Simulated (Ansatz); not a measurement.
The system is SiO2.

```xyz
12
Lattice="-2.6233 4.7768 4.4417 2.6233 -4.7768 4.4417 2.6233 4.7768 -4.4417" Properties=species:S:1:pos:R:3 pbc="T T T"
Si    2.6233   -0.8083    3.0643
Si    2.6233    3.9685   -3.0643
Si    0.0000    5.5850    1.3774
Si    0.0000    0.8083    7.5059
O     0.0000    4.7768    0.0000
O     0.0000    0.0000    0.0000
O    -1.3117    5.1892    2.2208
O     1.3117   -0.4125    2.2208
O     1.3117    4.3643   -2.2208
O     1.3117    5.1892    2.2208
O     0.0000    7.1651    1.0599
O     2.6233   -2.3884    3.3818
```

The cell comes from a database or a generator and needn't be the stable form of this composition.

```yaml
Program: Ansatz 0.2.0
Task: relaxation of cell and atoms
Functional: PBEsol
Dispersion: D3(BJ)-ATM
Potentials_or_basis: Ansatz PAW
Cutoff: "420 eV (not typed: the program's choice for these potentials)"
k_mesh: 6 × 6 × 6
Occupations: fermi-dirac, width 0.05 eV
Spin: no spin polarisation
```

At the start: volume 18.55 Å³/atom.

Where does the relaxation end?

It ends after 22 steps and the volume is 17.70 Å³/atom (-4.6 %); space group Imma (No. 74, to 0.05 Å).

Step by step:
| step | energy change (eV) | largest force (eV/Å) | volume (Å³) |
| --- | --- | --- | --- |
| 1 | 0.0000 | 0.1966 | 222.64 |
| 2 | -0.0041 | 0.1489 | 223.24 |
| 3 | -0.0073 | 0.0575 | 223.87 |
| 4 | -0.0120 | 0.0563 | 222.96 |
| 5 | -0.0189 | 0.0268 | 221.44 |
| 6 | -0.0238 | 0.0429 | 220.01 |
| 7 | -0.0251 | 0.0231 | 219.61 |
| 8 | -0.0250 | 0.0002 | 219.64 |
| 9 | -0.0202 | 0.0008 | 219.64 |
| 10 | -0.0266 | 0.0035 | 218.01 |
| 11 | -0.0306 | 0.0181 | 216.69 |
| 12 | -0.0314 | 0.0186 | 216.40 |
| 13 | -0.0312 | 0.0005 | 216.49 |
| 14 | -0.0244 | 0.0004 | 216.49 |
| 15 | -0.0285 | 0.0024 | 215.30 |
| 16 | -0.0318 | 0.0229 | 214.16 |
| 17 | -0.0323 | 0.0215 | 214.00 |
| 18 | -0.0321 | 0.0003 | 214.07 |
| 19 | -0.0260 | 0.0005 | 214.07 |
| 20 | -0.0310 | 0.0100 | 212.42 |
| 21 | -0.0311 | 0.0004 | 212.39 |
| 22 | -0.0267 | 0.0004 | 212.39 |

Final structure:
```xyz
12
Lattice="-2.6304 4.4527 4.5334 2.6304 -4.4527 4.5334 2.6304 4.4527 -4.5334" Properties=species:S:1:pos:R:3 pbc="T T T"
Si    2.6304   -0.6178    3.0547
Si    2.6304    3.8349   -3.0547
Si    0.0000    5.0705    1.4787
Si    0.0000    0.6178    7.5881
O     0.0000    4.4527    0.0000
O     0.0000    0.0000    0.0000
O    -1.3152    4.5556    2.2667
O     1.3152   -0.1028    2.2667
O     1.3152    4.3499   -2.2667
O     1.3152    4.5556    2.2667
O     0.0000    6.6791    1.3776
O     2.6304   -2.2264    3.1558
```

Caveat: the plane-wave basis is chosen anew once the cell has moved, so the energies of steps on either side of that aren't comparable; the pressure holds a Pulay correction of +0.5 GPa for the finite cutoff; the PAW data sets come from PBE, with cores solved anew for the run's functional, which leaves a small shift of forces and pressure.
